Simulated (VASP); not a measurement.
Wanted: the native input for a VASP 6.6.1 run.

- Task: single point
- Functional: r2SCAN50
- Dispersion: ULG
- Potentials or basis: VASP PAW PBE potentials, release 54 (Al, N)
- Cutoff: 520 eV
- k mesh: 5 × 5 × 3
- Occupations: tetrahedron
- Spin: no spin polarisation
- Grid for exact exchange (PRECFOCK): Fast
- Exchange at q = 0: truncated
- Further INCAR settings: ALGO = Normal; EDIFF = 1e-07; NBANDS = 16

Crystal: AlN.

```
Al N
1.0
     3.11300    0.00000    0.00000
    -1.55650    2.69594    0.00000
     0.00000    0.00000    4.98100
Al N
2 2
Direct
  0.66667 0.33333 0.50000
  0.33333 0.66667 0.00000
  0.66667 0.33333 0.88000
  0.33333 0.66667 0.38000
```

The input as run:

POSCAR

```
AlN
1.0
    3.1130000000      0.0000000000      0.0000000000
   -1.5565000000      2.6959370820      0.0000000000
    0.0000000000      0.0000000000      4.9810000000
Al N
2 2
Cartesian
    1.5565000002      0.8986456939      2.4905000000
   -0.0000000002      1.7972913881      0.0000000000
    1.5565000002      0.8986456939      4.3832800000
   -0.0000000002      1.7972913881      1.8927800000
```

INCAR.step1

```
PREC     = Accurate       # precision mode
ENCUT    = 520            # plane-wave cutoff, eV
EDIFF    = 1E-5           # SCF threshold, eV
ISMEAR   = -5             # smearing method
SIGMA    = 0.05           # smearing width, eV
LREAL    = F              # projectors in reciprocal space
LASPH    = T              # aspherical terms in the spheres
NELM     = 100            # most SCF steps
ALGO     = Normal         # electronic algorithm
ISIF     = 2              # what is computed and relaxed
LWAVE    = T              # write WAVECAR
LCHARG   = F              # write CHGCAR
NBANDS   = 16             # bands
GGA      = PE             # functional
```

INCAR.step2

```
PREC     = Accurate       # precision mode
ENCUT    = 520            # plane-wave cutoff, eV
EDIFF    = 1E-7           # SCF threshold, eV
ISMEAR   = -5             # smearing method
SIGMA    = 0.05           # smearing width, eV
LREAL    = F              # projectors in reciprocal space
LASPH    = T              # aspherical terms in the spheres
NELM     = 100            # most SCF steps
ALGO     = Normal         # electronic algorithm
ISIF     = 2              # what is computed and relaxed
LWAVE    = F              # write WAVECAR
LCHARG   = F              # write CHGCAR
METAGGA  = R2SCAN         # meta-GGA
LHFCALC  = T              # exact exchange
AEXX     = 0.5            # exact-exchange fraction
LMIXTAU  = T            
PRECFOCK = Fast         
HFRCUT   = -1           
IVDW     = 3              # dispersion correction
NBANDS   = 16             # bands
ISTART   = 1
```

KPOINTS

```
Automatic mesh
0
Gamma
  5 5 3
```

Potentials or basis: VASP PAW PBE potentials, release 54 (Al, N).

The run is started by

```bash
$ cat potpaw_PBE.54/Al/POTCAR potpaw_PBE.54/N/POTCAR > POTCAR
$ cp INCAR.step1 INCAR
$ mpirun -np 1 vasp_std > vasp.out
$ cp INCAR.step2 INCAR
$ mpirun -np 1 vasp_std > vasp.out
```

It gave:

- Pressure: -14.0 GPa
- Largest force: 0.121 eV/Å
- Band gap on the k mesh: 8.61 eV, direct
- Dispersion energy per atom: -0.414 eV

Caveat: the k mesh is coarse (spacing up to 0.47 Å⁻¹), so the values aren't converged, least of all with exact exchange; the PAW data sets were made with another functional, which shifts forces and pressure a little.

It took 8 min on 1 thread of AMD EPYC 7R13 Processor (Zen 3) (shared host), peak memory 0.13 GiB.
